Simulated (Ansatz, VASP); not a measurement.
## Zn36HNO35 (N-H pair in ZnO): VASP beside Ansatz

Wanted: the spread between two codes on one cell, functional and k mesh. The structure shown is the end of the Ansatz relaxation below.

Method: plane waves, with VASP 6.6.1 beside it; single point at HSE06, in Ansatz 0.2.0.

### 1. The structure

The cell holds 73 atoms: 36 Zn, 35 O, 1 N and 1 H. Cell: a = 9.839 Å, b = 9.839 Å, c = 10.587 Å, α = 90.0°, β = 90.0°, γ = 120.0°. It derives from ZnO (ZnO (P6_3mc)). Nearest the centre at fractional (0.502, 0.584, 0.424): N72 at 0.35 Å, H73 at 0.68 Å, Zn20 at 2.00 Å, Zn24 at 2.00 Å, Zn17 at 2.01 Å, Zn8 at 2.42 Å, O65 at 2.87 Å, O69 at 2.87 Å.

### 2. Ansatz: relaxation, HSE06

Ansatz runs on its default PAW (the set named soft_2) files.

This run makes the geometry at which the two programs are then compared.

File input.yaml:

```yaml
relax:
  f_tol: 0.01
  max_steps: 80
  random_displacement: { amplitude: 0.02, seed: 30 }
crystal:
  lattice:
    - [9.83856037, 0.0, 0.0]
    - [-4.91928019, 8.52044322, 0.0]
    - [0.0, 0.0, 10.58650121]
  atoms:
    - { symbol: Zn, position: [0.111111111, 0.222222222, 0.249983547] }
    - { symbol: Zn, position: [0.222222222, 0.111111111, -1.6453e-05] }
    - { symbol: O, position: [0.222222222, 0.111111111, 0.189521453] }
    - { symbol: O, position: [0.111111111, 0.222222222, 0.439521453] }
    - { symbol: Zn, position: [0.111111111, 0.222222222, 0.749983547] }
    - { symbol: Zn, position: [0.222222222, 0.111111111, 0.499983547] }
    - { symbol: O, position: [0.222222222, 0.111111111, 0.689521453] }
    - { symbol: O, position: [0.111111111, 0.222222222, 0.939521453] }
    - { symbol: Zn, position: [0.111111111, 0.555555556, 0.249983547] }
    - { symbol: Zn, position: [0.222222222, 0.444444444, -1.6453e-05] }
    - { symbol: O, position: [0.222222222, 0.444444444, 0.189521453] }
    - { symbol: O, position: [0.111111111, 0.555555556, 0.439521453] }
    - { symbol: Zn, position: [0.111111111, 0.555555556, 0.749983547] }
    - { symbol: Zn, position: [0.222222222, 0.444444444, 0.499983547] }
    - { symbol: O, position: [0.222222222, 0.444444444, 0.689521453] }
    - { symbol: O, position: [0.111111111, 0.555555556, 0.939521453] }
    - { symbol: Zn, position: [0.111111111, 0.888888889, 0.249983547] }
    - { symbol: Zn, position: [0.222222222, 0.777777778, -1.6453e-05] }
    - { symbol: O, position: [0.222222222, 0.777777778, 0.189521453] }
    - { symbol: O, position: [0.111111111, 0.888888889, 0.439521453] }
    - { symbol: Zn, position: [0.111111111, 0.888888889, 0.749983547] }
    - { symbol: Zn, position: [0.222222222, 0.777777778, 0.499983547] }
    - { symbol: O, position: [0.222222222, 0.777777778, 0.689521453] }
    - { symbol: O, position: [0.111111111, 0.888888889, 0.939521453] }
    - { symbol: Zn, position: [0.444444444, 0.222222222, 0.249983547] }
    - { symbol: Zn, position: [0.555555556, 0.111111111, -1.6453e-05] }
    - { symbol: O, position: [0.555555556, 0.111111111, 0.189521453] }
    - { symbol: O, position: [0.444444444, 0.222222222, 0.439521453] }
    - { symbol: Zn, position: [0.444444444, 0.222222222, 0.749983547] }
    - { symbol: Zn, position: [0.555555556, 0.111111111, 0.499983547] }
    - { symbol: O, position: [0.555555556, 0.111111111, 0.689521453] }
    - { symbol: O, position: [0.444444444, 0.222222222, 0.939521453] }
    - { symbol: Zn, position: [0.444444444, 0.555555556, 0.249983547] }
    - { symbol: Zn, position: [0.555555556, 0.444444444, -1.6453e-05] }
    - { symbol: O, position: [0.555555556, 0.444444444, 0.189521453] }
    - { symbol: "N", position: [0.444444444, 0.555555556, 0.439521453] }
    - { symbol: Zn, position: [0.444444444, 0.555555556, 0.749983547] }
    - { symbol: Zn, position: [0.555555556, 0.444444444, 0.499983547] }
    - { symbol: O, position: [0.555555556, 0.444444444, 0.689521453] }
    - { symbol: O, position: [0.444444444, 0.555555556, 0.939521453] }
    - { symbol: Zn, position: [0.444444444, 0.888888889, 0.249983547] }
    - { symbol: Zn, position: [0.555555556, 0.777777778, -1.6453e-05] }
    - { symbol: O, position: [0.555555556, 0.777777778, 0.189521453] }
    - { symbol: O, position: [0.444444444, 0.888888889, 0.439521453] }
    - { symbol: Zn, position: [0.444444444, 0.888888889, 0.749983547] }
    - { symbol: Zn, position: [0.555555556, 0.777777778, 0.499983547] }
    - { symbol: O, position: [0.555555556, 0.777777778, 0.689521453] }
    - { symbol: O, position: [0.444444444, 0.888888889, 0.939521453] }
    - { symbol: Zn, position: [0.777777778, 0.222222222, 0.249983547] }
    - { symbol: Zn, position: [0.888888889, 0.111111111, -1.6453e-05] }
    - { symbol: O, position: [0.888888889, 0.111111111, 0.189521453] }
    - { symbol: O, position: [0.777777778, 0.222222222, 0.439521453] }
    - { symbol: Zn, position: [0.777777778, 0.222222222, 0.749983547] }
    - { symbol: Zn, position: [0.888888889, 0.111111111, 0.499983547] }
    - { symbol: O, position: [0.888888889, 0.111111111, 0.689521453] }
    - { symbol: O, position: [0.777777778, 0.222222222, 0.939521453] }
    - { symbol: Zn, position: [0.777777778, 0.555555556, 0.249983547] }
    - { symbol: Zn, position: [0.888888889, 0.444444444, -1.6453e-05] }
    - { symbol: O, position: [0.888888889, 0.444444444, 0.189521453] }
    - { symbol: O, position: [0.777777778, 0.555555556, 0.439521453] }
    - { symbol: Zn, position: [0.777777778, 0.555555556, 0.749983547] }
    - { symbol: Zn, position: [0.888888889, 0.444444444, 0.499983547] }
    - { symbol: O, position: [0.888888889, 0.444444444, 0.689521453] }
    - { symbol: O, position: [0.777777778, 0.555555556, 0.939521453] }
    - { symbol: Zn, position: [0.777777778, 0.888888889, 0.249983547] }
    - { symbol: Zn, position: [0.888888889, 0.777777778, -1.6453e-05] }
    - { symbol: O, position: [0.888888889, 0.777777778, 0.189521453] }
    - { symbol: O, position: [0.777777778, 0.888888889, 0.439521453] }
    - { symbol: Zn, position: [0.777777778, 0.888888889, 0.749983547] }
    - { symbol: Zn, position: [0.888888889, 0.777777778, 0.499983547] }
    - { symbol: O, position: [0.888888889, 0.777777778, 0.689521453] }
    - { symbol: O, position: [0.777777778, 0.888888889, 0.939521453] }
    - { symbol: H, position: [0.560109001, 0.613387999, 0.408034453] }
basis:
  ecutwfc: 420
  xc_grid: 2
hamiltonian:
  xc: hse06
kpoints:
  mp_grid: { grid: [1, 1, 1] }
scf:
  occupations: { method: fermi_dirac, width: 0.01 }
  max_iter: 120
output:
  forces: true
checkpoint:
  write: "../relax.run"
  compress: false
  write_wavefunctions: true
  write_every: 100000
```

The run is started by

```
> ansatz run input.yaml --threads 32 --pin off --max-ram 84787MiB --backend cuda --events-out ev --progress --plain --runs-dir out --max-vram 78GiB
```

Output:

```text
[...]
Engine: ansatz 0.2.0, aarch64-unknown-linux-gnu
[...]
Pseudopotential: Zn, paw, valence charge 12, recommended cutoff 420 eV (normal), Zn.paw.azcp
Pseudopotential: O, paw, valence charge 6, recommended cutoff 420 eV (normal), O.paw.azcp
Pseudopotential: N, paw, valence charge 5, recommended cutoff 420 eV (normal), N.paw.azcp
Pseudopotential: H, paw, valence charge 1, recommended cutoff 420 eV (normal), H.paw.azcp
Functional definition: HSE06
[...]
Crystal: 73 atoms, lattice volume = 887.455 Å³
Basis set: ecut = 420 eV, 17351 PW (Γ), exchange–correlation on 144×144×144 points (8 copies of the dense FFT grid, shifted against one another)
Bands: 397, of which v1, the nominal top of the filled ones, is band 324 counted from 1 (323 counted from 0)
[...]
k-points: 1
[...]
SCF 20 converged in 3 iterations: F = -139751.286721 eV  dr2 = 6.40e-11
[...]
hybrid outer 3: dexx = +1.116e-9 eV, tail = 1.82e-10 eV, Δε = 8.61e-6 eV (about 6.51e-7 eV left of the loop's levels), ΔF = 2.10e-3 eV/Å (tail 3.85e-4)
relax step   7: F+E_penalty+E_count = -139751.28672138 eV  Δ(F+E_penalty+E_count) = -1.761e-4 eV  max|allowed force component| = 8.595e-3 eV/Å  Δτ_max = 0.0046 Å  (17 SCF iters, accepted)
hybrid SCF converged: 3 outer / 17 inner (+0 warm-up), last move |dexx| = 1.12e-9 eV, tail = 1.82e-10 eV
[...]
Free energy (F): -139751.286721 eV
[...]
Fermi energy:    6.834569 eV
--- Per-component energies (eV) ---
[...]
--- Forces (eV/Å), atoms counted from 1 ---
[...]
--- Band table (eV) ---
[...]
--- Relaxed structure (7 steps of the walk, 6 accepted, 0 SCFs on fresh bases) ---
[...]
```

### 3. VASP: single point, HSE06

The same cell, functional, mesh and smearing now go to VASP, with its own data sets.

Lines of VASP's logs that name or quote its potential files are left out, and so is its time.

The run reads the wave functions of an earlier VASP run, which isn't shown here.

File INCAR:

```
SYSTEM = Zn36HNO35
PREC = Accurate
ENCUT = 520
EDIFF = 1E-06
NELM = 100
ISMEAR = -1
SIGMA = 0.01
LREAL = Auto
ALGO = Normal
LHFCALC = .TRUE.
AEXX = 0.25
GGA = PE
HFSCREEN = 0.208
LASPH = .TRUE.
NBANDS = 375
PRECFOCK = Fast
LORBIT = 11
LWAVE = .FALSE.
LCHARG = .FALSE.
ISIF = 2
```

File POSCAR:

```
Zn36HNO35
1.0
    9.8385603700      0.0000000000      0.0000000000
   -4.9192801900      8.5204432200      0.0000000000
    0.0000000000      0.0000000000     10.5865012100
Zn O N H
36 35 1 1
Direct
    0.1090700000      0.2206300000      0.2496700000
    0.2207900000      0.1103900000      0.0004400000
    0.1131600000      0.2240400000      0.7480400000
    0.2207200000      0.1090700000      0.4997800000
    0.1090700000      0.5553800000      0.2496700000
    0.2203400000      0.4436400000      0.9963500000
    0.1131600000      0.5560500000      0.7480400000
    0.2331500000      0.4500200000      0.4964500000
    0.1085500000      0.8877400000      0.2502100000
    0.2207900000      0.7773300000      0.0004400000
    0.1100400000      0.8884800000      0.7505700000
    0.2207300000      0.7785700000      0.4997800000
    0.4434100000      0.2221900000      0.2499800000
    0.5557900000      0.1113700000      0.0015900000
    0.4431800000      0.2192400000      0.7526900000
    0.5578100000      0.1123700000      0.5007900000
    0.4344600000      0.5507200000      0.2418900000
    0.5553400000      0.4437000000      0.9984800000
    0.4472000000      0.5570800000      0.7502400000
    0.5509700000      0.4321800000      0.5080200000
    0.4434100000      0.8881800000      0.2499800000
    0.5553400000      0.7786000000      0.9984800000
    0.4431900000      0.8908800000      0.7526700000
    0.5509900000      0.7857000000      0.5079700000
    0.7770400000      0.2219900000      0.2501900000
    0.8889900000      0.1113800000      0.0001400000
    0.7791000000      0.2230200000      0.7502400000
    0.8919100000      0.1132600000      0.4994400000
    0.7742000000      0.5531000000      0.2505700000
    0.8889900000      0.4445600000      0.0001400000
    0.7801600000      0.5558300000      0.7510400000
    0.8919100000      0.4455900000      0.4994400000
    0.7742100000      0.8880400000      0.2505700000
    0.8876000000      0.7772800000      0.0014500000
    0.7801500000      0.8912700000      0.7510400000
    0.8856400000      0.7762900000      0.5005200000
    0.2205300000      0.1100800000      0.1898100000
    0.1151700000      0.2260000000      0.4391400000
    0.2223100000      0.1104900000      0.6892500000
    0.1105200000      0.2215200000      0.9375200000
    0.2148200000      0.4408800000      0.1850000000
    0.1151800000      0.5560900000      0.4391400000
    0.2264300000      0.4466800000      0.6863300000
    0.1105200000      0.5559300000      0.9375100000
    0.2205300000      0.7773800000      0.1898000000
    0.1076700000      0.8872900000      0.4395900000
    0.2223100000      0.7787500000      0.6892500000
    0.1095900000      0.8882600000      0.9399600000
    0.5550000000      0.1109800000      0.1904100000
    0.4424100000      0.2168500000      0.4396000000
    0.5568400000      0.1119000000      0.6902000000
    0.4429700000      0.2203800000      0.9409000000
    0.5534300000      0.4427500000      0.1868300000
    0.5565000000      0.4419100000      0.6952300000
    0.4438600000      0.5554100000      0.9394500000
    0.5534400000      0.7776500000      0.1868200000
    0.4424200000      0.8925000000      0.4396000000
    0.5565100000      0.7815400000      0.6952000000
    0.4429700000      0.8895400000      0.9408900000
    0.8872600000      0.1100400000      0.1896300000
    0.7795300000      0.2232300000      0.4395800000
    0.8907500000      0.1127200000      0.6889400000
    0.7776900000      0.2223200000      0.9397200000
    0.8872500000      0.4441600000      0.1896300000
    0.7763300000      0.5529200000      0.4407800000
    0.8907500000      0.4449800000      0.6889400000
    0.7782400000      0.5557200000      0.9399900000
    0.8858400000      0.7763900000      0.1909400000
    0.7763600000      0.8903600000      0.4407700000
    0.8882000000      0.7775700000      0.6898600000
    0.7782400000      0.8894600000      0.9399800000
    0.4637800000      0.5653700000      0.4343900000
    0.5775800000      0.6221200000      0.4036000000
```

File KPOINTS:

```
Automatic mesh
0
Gamma
1 1 1
0 0 0
```

The projector-augmented-wave data sets are Zn, O, N and H (PBE family, release 64).

The run is started by

```
> export OMP_NUM_THREADS=3
> mpirun -np 1 vasp_gam
```

Output:

```text
[banner, memory and clock lines left out]
running    1 mpi-ranks, on    1 nodes
[...]
Offloading initialized ...    1 GPUs detected
[...]
LDA part: xc-table for (Slater+PW92), standard interpolation
 found WAVECAR, reading the header
 POSCAR, INCAR and KPOINTS ok, starting setup
[...]
reading WAVECAR
 the WAVECAR file was read successfully
 initial charge from wavefunction
 entering main loop
       N       E                     dE             d eps       ncg     rms          rms(c)
DAV:   1    -0.411481005369E+03   -0.41148E+03   -0.26084E+01   932   0.451E+01    0.103E+01
DAV:   2    -0.411395860266E+03    0.85145E-01   -0.12298E+01   932   0.151E+01    0.340E+00
DAV:   3    -0.411437886912E+03   -0.42027E-01   -0.10402E+00  1044   0.440E+00    0.188E+00
DAV:   4    -0.411442730125E+03   -0.48432E-02   -0.15512E-01   820   0.972E-01    0.106E+00
[...]
DAV:  13    -0.411434083908E+03    0.20883E-05   -0.13831E-06   485   0.635E-03    0.104E-02
DAV:  14    -0.411434082669E+03    0.12393E-05   -0.10363E-06   477   0.545E-03    0.645E-03
DAV:  15    -0.411434081912E+03    0.75694E-06   -0.63714E-07   437   0.467E-03
   1 F= -.41143408E+03 E0= -.41143408E+03  d E =-.898416E-13
```

Parts of OUTCAR (step 3):

```text
  FREE ENERGIE OF THE ION-ELECTRON SYSTEM (eV)
  ---------------------------------------------------
  free  energy   TOTEN  =      -411.4340819121 eV

  energy  without entropy=     -411.4340819121  energy(sigma->0) =     -411.43408191
```

The run ends at a pressure of -2.62 GPa, with forces up to 0.065 eV/Å.

### 4. Side by side

Known differences besides the potentials themselves: exact exchange at q = 0 is treated differently, which shows on coarse meshes; VASP keeps PBE cores, Ansatz makes them for the functional; the cutoff is 420 eV in Ansatz and 520 eV in VASP (PREC = Accurate, projectors in real space); VASP takes a coarser grid for exact exchange (PRECFOCK = Fast). Total energies have different zeros and are not compared.

Both answers:

```
              quantity  Ansatz   VASP  difference
gap on the k mesh (eV)   2.333  2.308      +0.025
```

A gap on the mesh is an upper bound, since the band edges may lie between its points.

### 5. Results

* difference in gap on the k mesh (single point, HSE06): 0.025 eV

The difference in gap on the k mesh is 0.025 eV (single point, HSE06), within the 0.08 eV picked in this series as the mark of a large difference. Such differences can come from data sets, numerical settings and the points named under the comparisons, not from the functional's error against experiment.

[Lines on the potential files, build, host, timing and source positions are cut from VASP's logs without a mark.]

[Logs are printed without paths, hosts, clocks, repeated set-up lines and the standing remarks that a program may print on its own settings, such as how far it seeks lower states.]

[Hosts, paths, dates, database ids (printed as entryN), source tags and the programs' standing remarks are cut or masked in the printed files.]
